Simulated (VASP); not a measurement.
# KF (Fm-3m) in VASP: a series of runs

The runs below take KF through single point, relaxation of cell and atoms, with r2SCAN.

All numbers are computed with VASP 6.6.1; they aren't measurements. Logs are shortened: lines on timing, memory, paths and dates and some standing lists are left out, and cuts for length are marked.

## Step 1: The crystal as given

Symmetry: Fm-3m, No. 225, cubic system. The conventional cell has a = 5.317 Å, b = 5.317 Å, c = 5.317 Å, α = 90.00°, β = 90.00°, γ = 90.00°. K (site symmetry m-3m) is surrounded by 6 F at 2.66 Å. F (site symmetry m-3m) has 6 K at 2.66 Å as nearest neighbours.

## Step 2: Single point, r2SCAN

POSCAR reads:

```
KF
1.0
    0.0000000000      2.6587478551      2.6587478551
    2.6587478551      0.0000000000      2.6587478551
    2.6587478551      2.6587478551      0.0000000000
K F
1 1
Direct
    0.0000000000      0.0000000000      0.0000000000
    0.5000000000      0.5000000000      0.5000000000
```

INCAR.step1 reads:

```
PREC = Accurate ; ENCUT = 520
ISMEAR = 0 ; SIGMA = 0.02
LREAL = False ; LASPH = True
NELM = 100 ; NBANDS = 15
GGA = PE ; ALGO = Normal
EDIFF = 1E-4 ; LWAVE = True
LCHARG = False
```

INCAR.step2 reads:

```
PREC = Accurate ; ENCUT = 520
EDIFF = 1E-6 ; ISMEAR = 0
SIGMA = 0.02 ; LREAL = False
LASPH = True ; NELM = 100
ALGO = Normal ; ISIF = 2
LWAVE = False ; LCHARG = False
METAGGA = R2SCAN ; LMIXTAU = True
NBANDS = 15 ; ISTART = 1
```

KPOINTS reads:

```
regular mesh
0
Gamma
  8 8 8
```

Potentials or basis: VASP PAW PBE potentials, release 64 (K_sv, F).

On the command line:

```sh
> cat potpaw_PBE.64/K_sv/POTCAR potpaw_PBE.64/F/POTCAR > POTCAR
> cp INCAR.step1 INCAR
> mpirun -np 1 vasp_std > vasp.out
> cp INCAR.step2 INCAR
> mpirun -np 1 vasp_std > vasp.out
```

OUTCAR:

```text
PREC = Accurate
   ENCUT = 520
   EDIFF = 1E-6
   ISMEAR = 0
   LREAL = False
   LASPH = True
   NELM = 100
   ISIF = 2
   METAGGA = R2SCAN
   ISTART = 1

 ion  position               nearest neighbor table
   1  0.000  0.000  0.000-   2 2.66   2 2.66   2 2.66   2 2.66   2 2.66   2 2.66
   2  0.500  0.500  0.500-   1 2.66   1 2.66   1 2.66   1 2.66   1 2.66   1 2.66

  LATTYP: Found a face centered cubic cell.
 ALAT       =     5.3174957102

  Lattice vectors:

 A1 = (   0.0000000000,   2.6587478551,   2.6587478551)
 A2 = (   2.6587478551,   0.0000000000,   2.6587478551)
 A3 = (   2.6587478551,   2.6587478551,   0.0000000000)

Analysis of symmetry for initial positions (statically):
=====================================================================
 Subroutine PRICEL returns:
 Original cell was already a primitive cell.

 Routine SETGRP: Setting up the symmetry group for a
 face centered cubic supercell.

 Subroutine GETGRP returns: Found 48 space group operations
 (whereof 48 operations were pure point group operations)
 out of a pool of 48 trial point group operations.

The static configuration has the point symmetry O_h .

Analysis of symmetry for dynamics (positions and initial velocities):
=====================================================================
 Subroutine PRICEL returns:
 Original cell was already a primitive cell.

 Routine SETGRP: Setting up the symmetry group for a
 face centered cubic supercell.

 Subroutine GETGRP returns: Found 48 space group operations
 (whereof 48 operations were pure point group operations)
 out of a pool of 48 trial point group operations.

The dynamic configuration has the point symmetry O_h .

 Subroutine INISYM returns: Found 48 space group operations
 (whereof 48 operations are pure point group operations),
 and found     1 'primitive' translations

----------------------------------------------------------------------------------------

                                     Primitive cell

  volume of cell :      37.5891

  direct lattice vectors                    reciprocal lattice vectors
     0.000000000  2.658747855  2.658747855    -0.188058450  0.188058450  0.188058450
     2.658747855  0.000000000  2.658747855     0.188058450 -0.188058450  0.188058450
     2.658747855  2.658747855  0.000000000     0.188058450  0.188058450 -0.188058450

  length of vectors
     3.760037276  3.760037276  3.760037276     0.325726790  0.325726790  0.325726790

  position of ions in fractional coordinates (direct lattice)
[... 85 lines left out ...]
   ISIF   =      2    stress and relaxation
   ISYM   =      2    0-nonsym 1-usesym 2-fastsym
   POTIM  = 0.5000    time-step for ionic-motion
   TEBEG  =    0.0;   TEEND  =   0.0 temperature during run
   PSTRESS=    0.0 pullay stress
   NELECT =      16.0000    total number of electrons
   NUPDOWN=      -1.0000    fix difference up-down
   EMIN   =  10.00;   EMAX   =-10.00  energy-range for DOS
   EFERMI =   0.00;   METHOD = LEGACY
   ISMEAR =     0;   SIGMA  =   0.02  broadening in eV -4-tet -1-fermi 0-gaus
   EFERMI_NEDOS =   21; number of points for ismear=-14 and -15
   IALGO  =     38    algorithm
   IMIX   =      4    mixing-type and parameters
     AMIX     =   0.40;   BMIX     =  1.00
     AMIX_MAG =   1.60;   BMIX_MAG =  1.00
  volume/ion in A,a.u.               =      18.79       126.83
  Fermi-wavevector in a.u.,A,eV,Ry     =   1.231481  2.327161 20.633850  1.516545
  Thomas-Fermi vector in A             =   2.366289
   LORBIT       =      0    0 simple, 1 ext, 2 COOP (PROOUT), +10 PAW based schemes
   METAGGA = R2SCAN    functional components
   LHFCALC =     F    Hartree Fock is set to
   AEXX    =    0.0000 exact exchange contribution
   IVDW    =     0    specifies the selected vdW correction
   LEPSILON=     F    determine dielectric tensor
   LRPA    =     F    only Hartree local field effects (RPA)
 non-spin polarized calculation
 Gauss-broadening in eV      SIGMA  =   0.02
  energy-cutoff  :      520.00
  volume of cell :       37.59
 maximum number of plane-waves:      1036
   NGX = 13   NGY = 13   NGZ = 13

 number of electron      16.0000010 magnetization

 Free energy of the ion-electron system (eV)
  ---------------------------------------------------
  ext. energy  EPLUGINS =         0.00000000
  ---------------------------------------------------
  free energy    TOTEN  =       -14.97291794 eV

  energy without entropy =      -14.97291794  energy(sigma->0) =      -14.97291794

 E-fermi :  -3.1586     XC(G=0):  -8.9730

 val. band max:       -3.3113590204   @ k =   0.0000   0.0000   0.0000
 cond. band min:       3.5976673518   @ k =   0.0000   0.0000   0.0000
 fundamental gap:      6.9090263722
 Fermi energy:        -3.1585791533

 k-point     1 :       0.0000    0.0000    0.0000
  band No.  band energies     occupation
      1     -30.3936      2.00000
      2     -23.1080      2.00000
      3     -12.8681      2.00000
      4     -12.8681      2.00000
      5     -12.8681      2.00000
      6      -3.3114      2.00000
      7      -3.3114      2.00000
      8      -3.3114      2.00000
      9       3.5977      0.00000
     10       8.1819      0.00000
     11       8.1819      0.00000
     12       8.1819      0.00000
     13      10.0637      0.00000
     14      10.0637      0.00000
[... 401 lines left out ...]
      2     -23.1805      2.00000
      3     -13.1982      2.00000
      4     -13.0902      2.00000
      5     -12.9416      2.00000
      6      -3.8699      2.00000
      7      -3.5870      2.00000
      8      -3.5612      2.00000
      9       6.7539      0.00000
     10       7.4713      0.00000
     11       9.3634      0.00000
     12      10.3639      0.00000
     13      11.7314      0.00000
     14      12.7710      0.00000
     15      13.2265      0.00000

 [... further k-points ...]
[... 5 lines left out ...]
  --------------------------------------------------------------------------------------
  -------------------------------------------------------------------------------------
  Total       -0.0056973     -0.0056973     -0.0056973      0.0000000     -0.0000000      0.0000000
  in kB       -0.2428378     -0.2428378     -0.2428378      0.0000000     -0.0000000      0.0000000
  external PRESSURE =      -0.2428378 kB  Pullay stress =       0.0000000 kB

 VOLUME and BASIS-vectors are now :
 -----------------------------------------------------------------------------
  energy-cutoff  :      520.00
  volume of cell :       37.59
      direct lattice vectors                 reciprocal lattice vectors
     0.000000000  2.658747855  2.658747855    -0.188058450  0.188058450  0.188058450
     2.658747855  0.000000000  2.658747855     0.188058450 -0.188058450  0.188058450
     2.658747855  2.658747855  0.000000000     0.188058450  0.188058450 -0.188058450

 POSITION                                       TOTAL-FORCE (eV/Angst)
 -----------------------------------------------------------------------------------
      0.00000      0.00000      0.00000         0.000000      0.000000     -0.000000
      2.65875      2.65875      2.65875        -0.000000     -0.000000      0.000000
 -----------------------------------------------------------------------------------
    total drift:                                0.000000      0.000000      0.000000

  FREE ENERGIE OF THE ION-ELECTRON SYSTEM (eV)
  ---------------------------------------------------
  free  energy   TOTEN  =       -14.9729179389 eV

  energy  without entropy=      -14.9729179389  energy(sigma->0) =      -14.97291794
```

OUTCAR.step1:

```text
PREC = Accurate
   ENCUT = 520
   ISMEAR = 0
   LREAL = False
   LASPH = True
[... 654 lines left out ...]
      0.00000      0.00000      0.00000         0.000000      0.000000      0.000000
      2.65875      2.65875      2.65875         0.000000      0.000000      0.000000
 -----------------------------------------------------------------------------------
    total drift:                                0.000000      0.000000      0.000000

  FREE ENERGIE OF THE ION-ELECTRON SYSTEM (eV)
  ---------------------------------------------------
  free  energy   TOTEN  =        -8.2834816968 eV

  energy  without entropy=       -8.2834816968  energy(sigma->0) =       -8.28348170
```

Wall time 30 s (1 thread of Intel Xeon 6975P-C (Granite Rapids), shared host); peak memory 0.17 GiB.

What came out:

* Free energy: -14.9729 eV
* Pressure: 0.0 GPa
* Band gap on the k mesh: 6.91 eV, direct

Levels at points of the mesh, in eV from the valence-band top:
```csv
k point,band 4,band 5,band 6,band 7,band 8,band 9,band 10,band 11,band 12,band 13
"(0.00, 0.00, 0.00)",-9.56,-9.56,0.00,0.00,0.00,6.91,11.49,11.49,11.49,13.38
"(0.50, 0.00, 0.00)",-9.59,-9.59,-0.78,-0.35,-0.35,9.74,11.36,12.99,12.99,15.38
"(0.50, 0.50, 0.00)",-9.77,-9.77,-0.20,-0.05,-0.05,8.78,11.31,12.55,14.71,15.22
```

Caveat: the PAW data sets were made with another functional, which shifts forces and pressure a little. A k mesh can miss the band edges.

## Step 3: Relaxation of cell and atoms, r2SCAN

This run uses another cell than the first one, of 19.11 Å³/atom, 1.017 times its volume.

POSCAR reads:

```
KF
1.0
    0.0000000000      2.6735000000      2.6735000000
    2.6735000000      0.0000000000      2.6735000000
    2.6735000000      2.6735000000      0.0000000000
K F
1 1
Direct
    0.0000000000      0.0000000000      0.0000000000
    0.5000000000      0.5000000000      0.5000000000
```

INCAR.step1 reads:

```
  PREC = Accurate
  ENCUT = 600
  ISMEAR = 0
  SIGMA = 0.02
  LREAL = False
  LASPH = True
  NELM = 100
  GGA = PE
  ALGO = Normal
  EDIFF = 1E-4
  LWAVE = True
  LCHARG = False
```

INCAR.step2 reads:

```
  PREC = Accurate
  ENCUT = 600
  EDIFF = 1E-6
  ISMEAR = 0
  SIGMA = 0.02
  LREAL = False
  LASPH = True
  NELM = 100
  ALGO = Normal
  ISIF = 3
  LWAVE = False
  LCHARG = False
  METAGGA = R2SCAN
  LMIXTAU = True
  IBRION = 2
  NSW = 100
  EDIFFG = -0.005
  ISTART = 1
```

KPOINTS is that of step 2.

Potentials or basis: VASP PAW PBE potentials, release 64 (K_sv, F).

On the command line:

```sh
> cat potpaw_PBE.64/K_sv/POTCAR potpaw_PBE.64/F/POTCAR > POTCAR
> cp INCAR.step1 INCAR
> mpirun -np 1 vasp_std > vasp.out
> cp INCAR.step2 INCAR
> mpirun -np 1 vasp_std > vasp.out
```

Wall time 82 s (1 thread of Intel Xeon 6975P-C (Granite Rapids), shared host); peak memory 0.18 GiB.

Results (log left out):

```
Free energy                            : -14.9768 eV
Relaxed volume                         : 18.79 Å³/atom
Relaxed cell                           : a = 3.760 Å, b = 3.760 Å, c = 3.760 Å, α = 60.00°, β = 60.00°, γ = 60.00°
Space group after relaxing (to 0.05 Å) : Fm-3m (No. 225)
Energy gained by relaxing              : 0.6 meV/atom
Ionic steps                            : 3
Pressure after relaxing                : 0.0 GPa
Band gap on the k mesh                 : 6.91 eV, direct
```

The path:
```
step  energy change (eV)  largest force (eV/Å)  pressure (GPa)  volume (Å³)
   1              0.0000                0.0000           -0.60        38.22
   2             -0.0011                0.0000           -0.25        37.82
   3             -0.0013                0.0000           -0.03        37.58
```

Final structure:
```
K F
1.0
     0.00000    2.65856    2.65856
     2.65856    0.00000    2.65856
     2.65856    2.65856    0.00000
K F
1 1
Direct
  0.00000 0.00000 0.00000
  0.50000 0.50000 0.50000
```

Levels at points of the mesh, in eV from the valence-band top:
```tsv
k point	band 5	band 6	band 7	band 8	band 9	band 10	band 11	band 12
(0.00, 0.00, 0.00)	-9.55	0.00	0.00	0.00	6.91	11.50	11.50	11.50
(0.50, 0.00, 0.00)	-9.59	-0.78	-0.35	-0.35	9.74	11.36	13.00	13.00
(0.50, 0.50, 0.00)	-9.77	-0.20	-0.05	-0.05	8.78	11.31	12.55	14.71
```

Caveat: the PAW data sets were made with another functional, which shifts forces and pressure a little.
